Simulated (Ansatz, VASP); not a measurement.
One calculation of Pt, two programs

```
Pt
1.0
    -1.61020    1.61020    1.61020
     1.61020   -1.61020    1.61020
     1.61020    1.61020   -1.61020
Pt
1
Direct
  0.00000 0.00000 0.00000
```

This isn't the form of Pt at room conditions, which is fcc.

Alike in both runs: task single point; functional r2SCAN; k mesh 13 × 13 × 13; occupations fermi-dirac, width 0.1 eV; no spin polarisation.

|  | VASP | Ansatz |
| --- | --- | --- |
| version | VASP 6.6.1 | Ansatz 0.2.0 |
| potentials or method | VASP PAW PBE potentials, release 64 (Pt) | plane waves, PAW |
| plane-wave cutoff (eV) | 520 | 600 |
| valence electrons in the cell | 10 | 18 |

Ansatz gave:

* pressure (GPa): -15.7

**Question.** Estimate VASP's values.

**Answer.** Pressure (GPa): -15.3.

The two sets of potentials don't hold the same shells in valence.

Caveats: so large a pressure means that the cell lies far from this level's equilibrium, or that cutoff or potentials fall short (VASP); the potentials were made for another functional, which shifts forces and pressure (VASP). The runs have no spin-orbit coupling, so splittings on Pt are missing.
